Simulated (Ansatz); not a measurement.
## PbF2 (Fm-3m): gap against strain (xy shear, engineering strain (angle))

A 3-atom cell of PbF2 started from a crystallographic database, relaxed with r2SCAN+rVV10 in Ansatz 0.2.0, then strained (xy shear, engineering strain (angle); angles, axes as in the cell below) with the atoms relaxed again within the symmetry that is left. Space group Fm-3m (No. 225), cubic; a = 5.892 Å in the conventional setting, 17.04 Å³ an atom. Pb has 8 F at 2.55 Å; F has 4 Pb at 2.55 Å. Calculated for a static, non-magnetic cell.

```yaml
crystal:
  lattice:
    - [0.00000, 2.94581, 2.94581]
    - [2.94581, 0.00000, 2.94581]
    - [2.94581, 2.94581, 0.00000]
  atoms:
    - { symbol: Pb, position: [0.00000, 0.00000, 0.00000] }
    - { symbol: F, position: [0.25000, 0.25000, 0.25000] }
    - { symbol: F, position: [0.75000, 0.75000, 0.75000] }
```

Gaps are the least over each mesh (PBE 8×8×8, r2SCAN 8×8×8, HSE06 6×6×6 when unstrained) and the special points, which keep their unstrained names.

| strain (%) | gap, PBE (eV) | gap, r2SCAN (eV) | gap, HSE06 (eV) | edges, HSE06 |
| --- | --- | --- | --- | --- |
| 0.0 | 4.415 | 4.924 | 5.713 | W → X |
| +2.98 | 4.409 | 4.918 | 5.708 | (1/4, -0.484, -0.229) → X |
| +4.19 | 4.403 | 4.912 | 5.702 | (0.260, -0.469, -0.208) → X |

Task: Estimate the row for a strain of +3.79 %.

Result:

| strain (%) | gap, PBE (eV) | gap, r2SCAN (eV) | gap, HSE06 (eV) | edges, HSE06 |
| --- | --- | --- | --- | --- |
| +3.79 | 4.405 | 4.914 | 5.704 | (1/4, -0.479, -0.219) → X |

Spin-orbit coupling is left out; in compounds of Pb, Bi, Tl or Hg it can lower a gap by up to about 1 eV, split its edges or invert the bands.

Where an edge lies off the special points, it is a point of the mesh or the k point where a search put PBE's edge or least direct gap, reused for the other functionals, whose own edges may lie a little apart.

Coordinates of k points refer to the reciprocal vectors of the primitive cell of the runs.

The meshes of the hybrids are coarse, so their gaps aren't converged to the digits shown.
